The fault energy is the energy needed to slide one half of a crystal rigidly over the other, divided by the area of the plane between them. It was computed for cubic HfO₂ with density functional theory (PBE), as the energy of the slid cell less that of the undisturbed one. The slip x is the fraction of a full slip vector, which is about 3.6 Å long and would bring the crystal back into register at x = 1. The shear traction is the slope of the fault energy along the slip, that is, the stress needed to hold the halves at that offset. The curve is symmetric about x = 0.5, so the six rows cover the whole slide.

Rigid, unrelaxed slide of fluorite-type HfO₂ (cubic a = 5.098 Å, 12-atom cell) on the (001) plane along ½⟨110⟩, with one fault per cell and energies relative to the undisturbed crystal. Computed with Ansatz 0.2.0, plane-wave PAW, scalar-relativistic PBE without spin polarisation; cutoff 420 eV, k mesh 6×6×3, Gaussian smearing 0.05 eV.

```
slip (fraction of the slip vector)  fault energy (mJ/m²)  shear traction (GPa (slope of the fault energy along the slip))  gap on mesh (eV)
                                 0                     0                                                              0.0             3.746
                               0.1                 393.1                                                             26.6             3.756
                               0.2                  2594                                                            107.5             3.427
                               0.3                  8734                                                            233.9             2.714
                               0.4                 18260                                                            254.7             2.021
                               0.5                 23530                                                              0.0             1.748
```

The undisturbed crystal has the fluorite structure, with space group Fm-3m; every slid cell has a lower symmetry.

The energy hardly stirs at first and then climbs steeply. At slip 0.1, a fifth of the way to the top, it has reached less than 2 percent of its maximum. Two thirds of the whole rise falls between slip 0.2 and 0.4. The question is why the cost comes so late.

The answer lies in what faces what across the cut. In this structure, planes of hafnium alternate with planes of oxygen, and the cut runs between one of each. The two planes are only 1.27 Å apart, much less than the Hf–O bond length of 2.21 Å. They fit so closely because each Hf sits over the hollow between four O atoms, like an egg in a tray. The calculation keeps this spacing fixed during the slide, so the egg can't ride up over the rim.

The slide pushes each Hf out of its hollow and towards one of the four O atoms. Two others fall behind at the sides, and the fourth is left further and further away. At half slip the Hf and the approaching O are exactly face to face, separated by the bare plane spacing of 1.27 Å. One bond has then been squeezed to little more than half its normal length.

Squeezing a contact between two closed-shell ions costs energy because their electron clouds overlap and the Pauli principle forces electrons into states of higher energy. This repulsion grows roughly exponentially as the distance shrinks. The first part of the slide shortens a contact that is still long and soft, while the other three O atoms retreat, so little energy is spent. In the middle part the contact is already hard and still shortens quickly, and there the energy soars. Close to half slip the O atom is almost straight under the Hf. A sideways step then barely changes the distance between them, and the curve rounds off.

This picture can be turned into a small model. Each Hf repels its four O neighbours across the cut, and the energy at zero slip is subtracted:

E(x) = A · [exp(−(d₁ − h)/ρ) + 2 exp(−(d₂ − h)/ρ) + exp(−(d₃ − h)/ρ) − 4 exp(−(d₀ − h)/ρ)]

Here h is the plane spacing, d₀ is the bond length before the slide, and d₁, d₂ and d₃ are the distances to the approaching, the two side and the receding O atoms. The distances follow from geometry alone. With L for the length of the slip vector, the decisive one is

d₁² = h² + (L/2 − xL)²

The strength A and the decay length ρ were fitted to the energies of the five slid rows, which gave A ≈ 24480 mJ/m² and ρ ≈ 0.2 Å. Both are effective constants: they absorb the attraction between the ions as well as the repulsion. A good fit therefore supports a steep, short-ranged push between the facing atoms, but does not by itself prove where that push comes from. With such a short decay length, the repulsion of the approaching pair grows about a hundredfold on the way to half slip.

A fair test is a quantity that the fit has not seen. The scan moves the crystal only sideways, but the model also predicts how hard the facing atoms are pushed apart, at right angles to the plane. At half slip the steps are as follows. One Hf occupies an area L² of 12.99 Å², so the contact energy A · L², converted to eV, is

24480 mJ/m² × 12.99 Å² ≈ 19.85 eV

Dividing by ρ gives the push of the single squeezed contact:

19.85 eV / 0.2 Å ≈ 99 eV/Å

In the model, the four O atoms already pushed on the Hf before the slide, and the rest of the crystal must have balanced that push. It amounts to about 2 percent of the figure above and has to be taken off, which leaves about 97 eV/Å. The calculation itself gives 97 and 91 eV/Å for the two facing atoms.

The computed forces also show how local the disturbance is. At half slip, no atom other than these two feels a normal force of more than about 3 eV/Å. The disturbance is therefore concentrated in a single contact for each Hf in the plane, much as the model assumes. The printed output after this text compares energies and forces row by row.

The model is weakest at the start of the slide. At slip 0.1 its energy is about 21 percent above the computed one, while its normal force is somewhat too low. Part of the miss in energy may come from the fit itself, which minimises misses in mJ/m² and not in percent, so that a row of such low energy hardly counts. From slip 0.3 on, the energies agree within 1 percent. At small slip the push of the approaching O atom is still weak, so everything that the model leaves out weighs more: attraction, more distant neighbours and the response of the electrons. The data do not tell how much each of these contributes.

A simple curve to compare with is Frenkel's sine, in which the energy follows sin²(πx). Scaled to the computed maximum, it gives 2247 mJ/m² at slip 0.1, where the calculation gives 393. Rescaling would not cure this, because the shape is wrong: around slip 0.2 the computed energy grows about as the cube of the slip, whereas this sine form never grows faster than the square. A sine describes a gentle, wavy landscape, and here the landscape is a flat floor with a steep hill.

The shear traction follows from the same geometry. The squeezed contact pushes along the line joining its two atoms, and only the sideways part of that push resists the slide. Between slip 0.3 and 0.4 the normal force on the facing atoms more than doubles, yet the sideways force hardly rises, because the line between them turns upright. At half slip it is fully upright and the traction is zero. This is the top of the hill, not a resting place.

The highest traction is not in the table. The mean slope of the energy between slip 0.3 and 0.4 is 264 GPa, which is more than the traction printed at either end, so the peak must lie between these two rows. The sine would put it at slip 0.25 and make it only 205 GPa.

The gap on the mesh narrows by 2.0 eV up to half slip but stays open, so the crystal appears to remain an insulator in every row. A possible reason is that filled states of O atoms at the cut are pushed up in energy, either by the squeeze or by the loss of close Hf neighbours across the cut, but this is a guess that would need the density of states. The rise of 0.01 eV at slip 0.1 is too small to interpret on a coarse mesh, and PBE gives gaps that are too small in general.

For practical use, the maximum of 23530 mJ/m² must not be read as the resistance of HfO₂ to slip. A real crystal would let the planes move apart and the O atoms step aside; restoring the original bond length at half slip would take a lift of about 0.9 Å. Both escapes are barred here, and the huge normal forces show how strongly the planes are driven apart. Slip on this plane and in this direction is in fact the usual easy slip of fluorite crystals, carried by dislocations and not by whole planes at once. At the shortest distances the atomic spheres of the PAW method are also expected to overlap. This adds an error of unknown size to the energies and forces at large slip, on which both the fit and its test rest.

Rock salt, slid along a cube edge on the same kind of plane, makes a useful contrast. There each ion starts directly on top of an ion of opposite charge, so the planes are already a full bond length apart. Halfway through the slide, like ions face each other at that same distance, and the main obstacle should be their electrostatic repulsion, although large anions also overlap there. To guess the shape of such a curve for another crystal, compare the plane spacing with the bond length and then ask which atoms meet on the way. Where the planes are as closely nested as here and held at fixed spacing, the cost can be expected to come late and steeply.

The analysis program printed:

```
fit of fault_energy on 5 rows (slip > 0): coefficient of exp(-(d1-h)/s) + 2*exp(-(d2-h)/s) + exp(-(d3-h)/s) - 4*exp(-(d0-h)/s) 24482 +/- 77, s 0.2; rms 75.9, worst 0.2 118, leave-one-out rms 151
  rows outside the fit (model, value, miss): 0.0 0, 0, 0
Distances in Å and energies in mJ/m²:
  row  approaching O  two side O  receding O  computed  pair model   sine
  0.0          2.207       2.207       2.207         0           0      0
  0.1          1.924       2.237        2.51     393.1       476.3   2247
  0.2          1.671       2.322       2.827      2594        2712   8129
  0.3          1.464       2.458       3.153      8734        8690  15401
  0.4          1.324       2.637       3.485     18260       18199  21283
  0.5          1.274        2.85       3.823     23530       23578  23530
Forces in eV/Å:
  row  traction times area  along slip on facing atom  normal on one facing atom  normal on the other  normal from pair model
  0.0                    0                          0                          0                    0                       0
  0.1                2.157                      1.683                      1.865                1.616                   1.416
  0.2                8.718                      7.827                      10.81                9.559                   8.838
  0.3                18.97                      17.77                       34.3                31.31                   31.57
  0.4                20.65                      19.75                      74.06                69.39                   72.34
  0.5                    0                  0.0001414                      96.72                91.41                   97.14
Energy at slip 0.1 as percent of the maximum: 1.671
Percent of the whole rise that falls between slip 0.2 and 0.4: 66.58
Mean slope between slip 0.3 and 0.4 in GPa: 264.3
Peak traction of the sine at slip 0.25 in GPa: 205.1
Local power of the energy in the slip at 0.2: 2.988
Same local power for the sine at 0.2: 1.73
Miss of the pair model at slip 0.1 in percent: 21.17
Nearest like ions across the cut at half slip in Å: 3.122
Lift that would restore the first Hf-O distance at half slip in Å: 0.9329
Fall of the gap from slip 0 to 0.5 in eV: 1.998
```
